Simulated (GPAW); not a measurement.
Runs of GPAW 26.7.0 on ZnS (Wurtzite-2H). Symmetry: P6_3mc, No. 186, hexagonal system. Conventional cell: a = 3.811 Å, b = 3.811 Å, c = 6.234 Å, α = 90.00°, β = 90.00°, γ = 120.00°. Zn (site symmetry 3m) has 4 S at 2.31 to 2.40 Å as nearest neighbours. Around S (site symmetry 3m) lie 4 Zn at 2.31 to 2.40 Å. 

```tsv
task	level	potentials or basis	cell	k mesh	cutoff (eV)	data set	older calculator (legacy_gpaw)	band path	band points	optimizer	gap on the mesh (eV)	pressure (GPa)	relaxed volume (Å³/atom)	largest force (eV/Å)
band structure	optB88-vdW	GPAW PAW data sets (gpaw-data 1.2.1), pw	as given	6 × 6 × 3	600	-	yes	GMKGALHA,LM,KH	80	-	2.25	-	-	0.34
relaxation of cell and atoms	TASK	GPAW PAW data sets (gpaw-data 1.2.1), pw	relaxed	6 × 6 × 3	600	-	-	-	-	LBFGS	3.58	0.0	21.17	0.01
relaxation of cell and atoms	r2SCAN+D3(BJ)	GPAW PAW data sets (gpaw-data 1.2.1), pw	relaxed	6 × 6 × 3	600	-	-	-	-	BFGS	2.90	0.1	(a)	0.01
band structure	SOGGA	PAW data sets generated in the run's folder for this functional, pw	as given	6 × 6 × 3	600	-	-	GMKGALHA,LM,KH	100	-	2.09	-1.5	-	0.31
one-shot levels of the hybrid HSE06	LDA	the program's PAW data sets (release 1.2.1) made for this functional, pw	as given	5 × 5 × 3	500	-	-	-	-	-	1.99	-4.4	-	0.29
band structure	AM05	PAW data sets generated in the run's folder for this functional, pw	as given	6 × 6 × 3	600	-	-	GMKGALHA,LM,KH	100	-	(b)	-0.6	-	0.31
```

Alike in all rows: no spin polarisation; smearing fermi-dirac 0.05 eV.

Task: Estimate the missing entries.

Result: (a) 19.14; (b) 2.23.

Caveats: the PAW data sets were made with another functional, which shifts forces and pressure a little (some runs); later steps reuse the first step's grids (some runs); the cutoff is short for stress and forces, so pressures can be off by a GPa or more (some runs); energy and the plain gap are those of the semilocal run (some runs); the hybrids' values are one shot on its orbitals and mesh (some runs).

Runs at the PBE level aren't shown here.
